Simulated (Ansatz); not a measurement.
# TePb: shifting one sublattice

The task, for TePb: map the energy as every Pb atom is pushed off its site.

Program: Ansatz 0.2.0. Level of theory: DFT PBE, scalar-relativistic, plane waves, PAW. These are calculated values, not measurements.

**1. The structure to begin with**

The structure is cubic, space group Fm-3m (No. 225). The conventional cell has a = 6.454 Å, b = 6.454 Å, c = 6.454 Å, α = 90.00°, β = 90.00°, γ = 90.00°. Te (site symmetry m-3m) has 6 Pb at 3.23 Å in its first shell of neighbours. Pb (site symmetry m-3m) is surrounded by 6 Te at 3.23 Å.

Coordinates:

```
Te Pb
1.0
     0.00000    3.22700    3.22700
     3.22700    0.00000    3.22700
     3.22700    3.22700    0.00000
Te Pb
1 1
Direct
  0.50000 0.50000 0.50000
  0.00000 0.00000 0.00000
```

No relaxation comes first: the listed cell is the starting point.

**2. The reference cell**

The reference gives a free energy of -18887.1608 eV, pressure 2.31 GPa, largest force 0.000 eV/Å and gap on the mesh 0.72 eV. It was computed beforehand with the settings of the runs below.

**3. Next: shifting one sublattice**

Every Pb atom is moved by x along the Cartesian unit vector (0.000, 0.000, 1.000); the cell and all other atoms stay fixed. Forces below are components along that vector, summed over the moved atoms.

**4. Point x = -0.500 Å**

Contents of input.yaml:

```yaml
crystal:
  lattice:
    - [0.0, 3.227, 3.227]
    - [3.227, 0.0, 3.227]
    - [3.227, 3.227, 0.0]
  atoms:
    - { symbol: Te, position: [0.5, 0.5, 0.5] }
    - { symbol: Pb, position: [-0.0774713356, -0.0774713356, 0.0774713356] }
basis:
  ecutwfc: 420
kpoints:
  mp_grid: { grid: [8, 8, 8] }
hamiltonian:
  xc: pbe
scf:
  occupations: { method: gaussian, width: 0.05 }
output:
  forces: true
  stress: true
  eigenvalues: true
```

Launch:

```console
ansatz run input.yaml --threads 1 --pin off --max-ram 2560MiB --backend cpu --events-out ev --progress --plain --runs-dir out
```

**5. x = 0.375 Å**

input.yaml: that of step 4 with these lines changed.

```diff
@@ -7,3 +7,3 @@
     - { symbol: Te, position: [0.5, 0.5, 0.5] }
-    - { symbol: Pb, position: [-0.0774713356, -0.0774713356, 0.0774713356] }
+    - { symbol: Pb, position: [0.0581035017, 0.0581035017, -0.0581035017] }
 basis:
```

**6. At x = -0.250 Å**

input.yaml: that of step 5 with these lines changed.

```diff
@@ -7,3 +7,3 @@
     - { symbol: Te, position: [0.5, 0.5, 0.5] }
-    - { symbol: Pb, position: [0.0581035017, 0.0581035017, -0.0581035017] }
+    - { symbol: Pb, position: [-0.0387356678, -0.0387356678, 0.0387356678] }
 basis:
```

**7. Point x = 0.125 Å**

input.yaml: that of step 6 with these lines changed.

```diff
@@ -7,3 +7,3 @@
     - { symbol: Te, position: [0.5, 0.5, 0.5] }
-    - { symbol: Pb, position: [-0.0387356678, -0.0387356678, 0.0387356678] }
+    - { symbol: Pb, position: [0.0193678339, 0.0193678339, -0.0193678339] }
 basis:
@@ -20 +20,5 @@
   eigenvalues: true
+  write_density: true
+  write_potential: true
+  elf: true
+  volumetric_format: npy
```

**8. x = 0.438 Å**

Contents of input.yaml:

```yaml
crystal:
  lattice:
    - [0.0, 3.227, 3.227]
    - [3.227, 0.0, 3.227]
    - [3.227, 3.227, 0.0]
  atoms:
    - { symbol: Te, position: [0.5, 0.5, 0.5] }
    - { symbol: Pb, position: [0.0677874187, 0.0677874187, -0.0677874187] }
basis:
  ecutwfc: 420
kpoints:
  mp_grid: { grid: [8, 8, 8] }
hamiltonian:
  xc: pbe
scf:
  occupations: { method: gaussian, width: 0.05 }
output:
  forces: true
  stress: true
  eigenvalues: true
```

**9. Point x = 0.312 Å**

input.yaml: that of step 8 with these lines changed.

```diff
@@ -7,3 +7,3 @@
     - { symbol: Te, position: [0.5, 0.5, 0.5] }
-    - { symbol: Pb, position: [0.0677874187, 0.0677874187, -0.0677874187] }
+    - { symbol: Pb, position: [0.0484195848, 0.0484195848, -0.0484195848] }
 basis:
```

**10. x = 0.188 Å**

input.yaml: that of step 9 with these lines changed.

```diff
@@ -7,3 +7,3 @@
     - { symbol: Te, position: [0.5, 0.5, 0.5] }
-    - { symbol: Pb, position: [0.0484195848, 0.0484195848, -0.0484195848] }
+    - { symbol: Pb, position: [0.0290517509, 0.0290517509, -0.0290517509] }
 basis:
```

**11. Point x = 0.062 Å**

input.yaml: that of step 10 with these lines changed.

```diff
@@ -7,3 +7,3 @@
     - { symbol: Te, position: [0.5, 0.5, 0.5] }
-    - { symbol: Pb, position: [0.0290517509, 0.0290517509, -0.0290517509] }
+    - { symbol: Pb, position: [0.009683917, 0.009683917, -0.009683917] }
 basis:
```

(Steps that only read results are left out.)

**Question.** What will these runs give?

**Answer**, as computed:

```
                                                        quantity       value
force constant along x, from the points at -0.250, 0 and 0.062 Å  0.88 eV/Å²
```

In words: The restoring force grows by 0.88 eV/Å per Å near the site. The step of 0.25 Å is wide, so anharmonic terms mix in. The undisturbed cell stays the lowest of the sampled points. The gap on the mesh stays between 0.72 and 1.29 eV. Spin-orbit coupling is left out, which matters for the bands of Pb, Te.
